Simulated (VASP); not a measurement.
# Sc (I4/mmm) in VASP: electric field gradients with LDA

Aim: the electric field gradients of Sc with LDA.

Program: VASP 6.6.1. These are calculated values, not measurements. Logs are shortened: lines on timing, memory, paths and dates and some standing lists are left out, and cuts for length are marked.

## 1. The undisturbed crystal

The structure is tetragonal, space group I4/mmm (No. 139). The conventional cell has a = 3.834 Å, b = 3.834 Å, c = 3.435 Å, α = 90.00°, β = 90.00°, γ = 90.00°. Sc (site symmetry 4/mmm) is surrounded by 10 Sc at 3.21 to 3.44 Å.

This isn't the form of Sc at room conditions, which is hcp.

## 2. Electric field gradients, LDA (volume scaled by 0.98)

Contents of INCAR:

```
ALGO     = Normal         # electronic algorithm
EDIFF    = 1E-8           # SCF threshold, eV
ENCUT    = 520            # plane-wave cutoff, eV
GGA      = CA             # functional
ISIF     = 2              # what is computed and relaxed
ISMEAR   = -1             # smearing method
LASPH    = True           # aspherical terms in the spheres
LCHARG   = False          # write CHGCAR
LEFG     = True         
LREAL    = False          # projectors in reciprocal space
LWAVE    = False          # write WAVECAR
NBANDS   = 12             # bands
NELM     = 100            # most SCF steps
PREC     = Accurate       # precision mode
SIGMA    = 0.03           # smearing width, eV
```

Contents of KPOINTS:

```
k-points
0
Gamma
  13 13 13
```

Contents of POSCAR:

```
Sc
1.0
   -1.9043379473      1.9043379473      1.7060751158
    1.9043379473     -1.9043379473      1.7060751158
    1.9043379473      1.9043379473     -1.7060751158
Sc
1
Direct
    0.0000000000      0.0000000000      0.0000000000
```

Potentials or basis: VASP PAW LDA potentials, release 64 (Sc_sv).

Started as:

```console
$ cat potpaw_LDA.64/Sc_sv/POTCAR > POTCAR
$ mpirun -np 1 vasp_std > vasp.out
```

OUTCAR:

```text
EDIFF = 1E-8
   ENCUT = 520
   GGA = CA
   ISIF = 2
   ISMEAR = -1
   LASPH = True
   LREAL = False
   NELM = 100
   PREC = Accurate

 ion  position               nearest neighbor table
   1  0.000  0.000  0.000-

  LATTYP: Found a body centered tetragonal cell.
 ALAT       =     3.8086758946
 C/A-ratio  =     0.8958888406

  Lattice vectors:

 A1 = (  -1.9043379473,   1.9043379473,   1.7060751158)
 A2 = (   1.9043379473,  -1.9043379473,   1.7060751158)
 A3 = (   1.9043379473,   1.9043379473,  -1.7060751158)

Analysis of symmetry for initial positions (statically):
=====================================================================
 Subroutine PRICEL returns:
 Original cell was already a primitive cell.

 Routine SETGRP: Setting up the symmetry group for a
 body centered tetragonal supercell.

 Subroutine GETGRP returns: Found 16 space group operations
 (whereof 16 operations were pure point group operations)
 out of a pool of 16 trial point group operations.

The static configuration has the point symmetry D_4h.

Analysis of symmetry for dynamics (positions and initial velocities):
=====================================================================
 Subroutine PRICEL returns:
 Original cell was already a primitive cell.

 Routine SETGRP: Setting up the symmetry group for a
 body centered tetragonal supercell.

 Subroutine GETGRP returns: Found 16 space group operations
 (whereof 16 operations were pure point group operations)
 out of a pool of 16 trial point group operations.

The dynamic configuration has the point symmetry D_4h.

 Subroutine INISYM returns: Found 16 space group operations
 (whereof 16 operations are pure point group operations),
 and found     1 'primitive' translations

----------------------------------------------------------------------------------------

                                     Primitive cell

  volume of cell :      24.7483

  direct lattice vectors                    reciprocal lattice vectors
    -1.904337947  1.904337947  1.706075116     0.000000000  0.262558440  0.293070332
     1.904337947 -1.904337947  1.706075116     0.262558440  0.000000000  0.293070332
     1.904337947  1.904337947 -1.706075116     0.262558440  0.262558440  0.000000000

  length of vectors
     3.188055573  3.188055573  3.188055573     0.393480817  0.393480817  0.371313706

  position of ions in fractional coordinates (direct lattice)
     0.000000000  0.000000000  0.000000000

  ion indices of the primitive-cell ions
   primitive index   ion index
                 1           1

----------------------------------------------------------------------------------------

 KPOINTS: k-points

Automatic generation of k-mesh.
 Grid dimensions read from file:
 generate k-points for:   13   13   13

 Generating k-lattice:

  Cartesian coordinates                     Fractional coordinates (reciprocal lattice)
     0.000000000  0.020196803  0.022543872     0.076923077 -0.000000000  0.000000000
     0.020196803  0.000000000  0.022543872    -0.000000000  0.076923077  0.000000000
     0.020196803  0.020196803  0.000000000     0.000000000  0.000000000  0.076923077

  Length of vectors
     0.030267755  0.030267755  0.028562593

  Shift w.r.t. Gamma in fractional coordinates (k-lattice)
     0.000000000  0.000000000  0.000000000

 Subroutine IBZKPT returns following result:
 ===========================================

 Found    196 irreducible k-points:

 Following reciprocal coordinates:
            Coordinates               Weight
  0.000000  0.000000  0.000000      1.000000
  0.076923 -0.000000  0.000000      8.000000
  0.153846 -0.000000  0.000000      8.000000
  0.230769 -0.000000  0.000000      8.000000
  0.307692 -0.000000  0.000000      8.000000
  0.384615  0.000000  0.000000      8.000000
[... 16 lines left out ...]
  0.384615  0.153846  0.000000     16.000000
  0.461538  0.153846  0.000000     16.000000
 [... further k-points ...]
   k-points           NKPTS =    196   k-points in BZ     NKDIM =    196   number of bands    NBANDS=     12
   number of dos      NEDOS =    301   number of ions     NIONS =      1
   total plane-waves  NPLWV =  13824
   dimension x,y,z NGX =    24 NGY =   24 NGZ =   24
   dimension x,y,z NGXF=    48 NGYF=   48 NGZF=   48
   ions per type =               1
   NGX,Y,Z   is equivalent  to a cutoff of  12.52, 12.52, 12.52 a.u.
   NGXF,Y,Z  is equivalent  to a cutoff of  25.03, 25.03, 25.03 a.u.
 SYSTEM =  unknown system
   PREC   = accura    normal or accurate (medium, high low for compatibility)
   ISTART =      0    job   : 0-new  1-cont  2-samecut
   ICHARG =      2    charge: 1-file 2-atom 10-const
   ISPIN  =      1    spin polarized calculation?
   LNONCOLLINEAR =      F non collinear calculations
   LSORBIT =      F    spin-orbit coupling
   LASPH  =      T    aspherical Exc in radial PAW
   ENCUT  =  520.0 eV  38.22 Ry    6.18 a.u.   5.93  5.93  5.93*2*pi/ulx,y,z
   NELM   =    100;   NELMIN=  2; NELMDL= -5     # of ELM steps
   EDIFF  = 0.1E-07   stopping-criterion for ELM
   LREAL  =      F    real-space projection
   EDIFFG = 0.1E-06   stopping-criterion for IOM
   NSW    =      0    number of steps for IOM
   IBRION =     -1    ionic relax: 0-MD 1-quasi-New 2-CG
   NFREE  =      0    steps in history (QN), initial steepest desc. (CG)
   ISIF   =      2    stress and relaxation
   ISYM   =      2    0-nonsym 1-usesym 2-fastsym
   POTIM  = 0.5000    time-step for ionic-motion
   TEBEG  =    0.0;   TEEND  =   0.0 temperature during run
   PSTRESS=    0.0 pullay stress
   NELECT =      11.0000    total number of electrons
   NUPDOWN=      -1.0000    fix difference up-down
   EMIN   =  10.00;   EMAX   =-10.00  energy-range for DOS
   EFERMI =   0.00;   METHOD = LEGACY
   ISMEAR =    -1;   SIGMA  =   0.03  broadening in eV -4-tet -1-fermi 0-gaus
   EFERMI_NEDOS =   21; number of points for ismear=-14 and -15
   IALGO  =     38    algorithm
   IMIX   =      4    mixing-type and parameters
     AMIX     =   0.40;   BMIX     =  1.00
     AMIX_MAG =   1.60;   BMIX_MAG =  1.00
  volume/ion in A,a.u.               =      24.75       167.01
  Fermi-wavevector in a.u.,A,eV,Ry     =   1.249368  2.360963 21.237607  1.560920
  Thomas-Fermi vector in A             =   2.383412
   LORBIT       =      0    0 simple, 1 ext, 2 COOP (PROOUT), +10 PAW based schemes
   GGA     = CA    functional components
   LHFCALC =     F    Hartree Fock is set to
   AEXX    =    0.0000 exact exchange contribution
   IVDW    =     0    specifies the selected vdW correction
   LEPSILON=     F    determine dielectric tensor
   LRPA    =     F    only Hartree local field effects (RPA)
 non-spin polarized calculation
  energy-cutoff  :      520.00
  volume of cell :       24.75
 maximum number of plane-waves:       682
   NGX = 11   NGY = 11   NGZ = 11

 number of electron      11.0000002 magnetization

 Free energy of the ion-electron system (eV)
  ---------------------------------------------------
  ext. energy  EPLUGINS =         0.00000000
  ---------------------------------------------------
  free energy    TOTEN  =        -6.57793148 eV

  energy without entropy =       -6.56985670  energy(sigma->0) =       -6.57389409

 E-fermi :   3.5385     XC(G=0): -10.1284

 val. band max:        3.5354456874   @ k =  -0.4615   0.2308  -0.0000
 cond. band min:       3.5393078224   @ k =  -0.4615   0.3077  -0.0000
 fundamental gap:      0.0038621351
 Fermi energy:         3.5384682129

 k-point     1 :       0.0000    0.0000    0.0000
  band No.  band energies     occupation
      1     -45.4154      2.00000
      2     -24.1689      2.00000
      3     -24.1689      2.00000
      4     -24.1452      2.00000
      5      -1.6306      2.00000
      6       4.5096      0.00000
      7       5.2164      0.00000
      8       5.2164      0.00000
      9       5.9106      0.00000
     10       6.7101      0.00000
     11      17.1550      0.00000
     12      17.1550      0.00000

 k-point     2 :       0.0769   -0.0000    0.0000
  band No.  band energies     occupation
      1     -45.4114      2.00000
      2     -24.1849      2.00000
      3     -24.1768      2.00000
      4     -24.1549      2.00000
      5      -1.4649      2.00000
      6       4.5312      0.00000
      7       5.1648      0.00000
      8       5.2198      0.00000
      9       5.9302      0.00000
     10       6.6337      0.00000
     11      17.1468      0.00000
     12      17.3166      0.00000
[... 316 lines left out ...]
 k-point    24 :       0.4615    0.1538    0.0000
  band No.  band energies     occupation
      1     -45.3438      2.00000
      2     -24.5268      2.00000
      3     -24.3296      2.00000
      4     -24.2053      2.00000
      5       2.1171      2.00000
      6       3.5812      0.38814
      7       3.9194      0.00001
      8       6.2884      0.00000
      9       6.9063      0.00000
     10       8.1343      0.00000
     11      10.8338      0.00000
     12      12.7845      0.00000

 [... further k-points ...]
[... 5 lines left out ...]
  --------------------------------------------------------------------------------------
  -------------------------------------------------------------------------------------
  Total       -0.7187477     -0.7187477     -0.6664245      0.0000000      0.0000000      0.0000000
  in kB      -46.5308383    -46.5308383    -43.1434966      0.0000000      0.0000000      0.0000000
  external PRESSURE =     -45.4017244 kB  Pullay stress =       0.0000000 kB

 VOLUME and BASIS-vectors are now :
 -----------------------------------------------------------------------------
  energy-cutoff  :      520.00
  volume of cell :       24.75
      direct lattice vectors                 reciprocal lattice vectors
    -1.904337947  1.904337947  1.706075116     0.000000000  0.262558440  0.293070332
     1.904337947 -1.904337947  1.706075116     0.262558440  0.000000000  0.293070332
     1.904337947  1.904337947 -1.706075116     0.262558440  0.262558440  0.000000000

 POSITION                                       TOTAL-FORCE (eV/Angst)
 -----------------------------------------------------------------------------------
      0.00000      0.00000      0.00000        -0.000000      0.000000      0.000000
 -----------------------------------------------------------------------------------
    total drift:                                0.000000      0.000000      0.000000

  FREE ENERGIE OF THE ION-ELECTRON SYSTEM (eV)
  ---------------------------------------------------
  free  energy   TOTEN  =        -6.5779314758 eV

  energy  without entropy=       -6.5698566950  energy(sigma->0) =       -6.57389409

 Electric field gradients (V/A^2)
---------------------------------------------------------------------
 ion       V_xx      V_yy      V_zz      V_xy      V_xz      V_yz
---------------------------------------------------------------------
   1      -5.017    -5.017    10.034    -0.001    -0.001    -0.001
---------------------------------------------------------------------

 Electric field gradients after diagonalization (V/A^2)
 (convention: |V_zz| > |V_xx| > |V_yy|)
----------------------------------------------------------------------
 ion       V_xx      V_yy      V_zz     asymmetry (V_yy - V_xx)/ V_zz
----------------------------------------------------------------------
   1      -5.018    -5.016    10.034       0.000
----------------------------------------------------------------------

           NMR quadrupolar parameters

 Cq : quadrupolar parameter    Cq=e*Q*V_zz/h
 eta: asymmetry parameters     (V_yy - V_xx)/ V_zz
 Q  : nuclear electric quadrupole moment in mb (millibarn)
----------------------------------------------------------------------
 ion       Cq(MHz)       eta       Q (mb)
----------------------------------------------------------------------
   1       0.024       0.000       1.000
----------------------------------------------------------------------
```

It took 22 s on 1 thread of Intel Xeon Platinum 8488C (Sapphire Rapids), shared host; peak memory 0.16 GiB.

Results:

- Free energy: -6.5779 eV
- Pressure: -4.5 GPa
- Band gap on the k mesh: none (metal or under the smearing width)

Electric field gradients, principal values (V/Å²):
| atom | Vxx | Vyy | Vzz |
| --- | --- | --- | --- |
| 1 Sc | -5.016 | -5.018 | 10.034 |
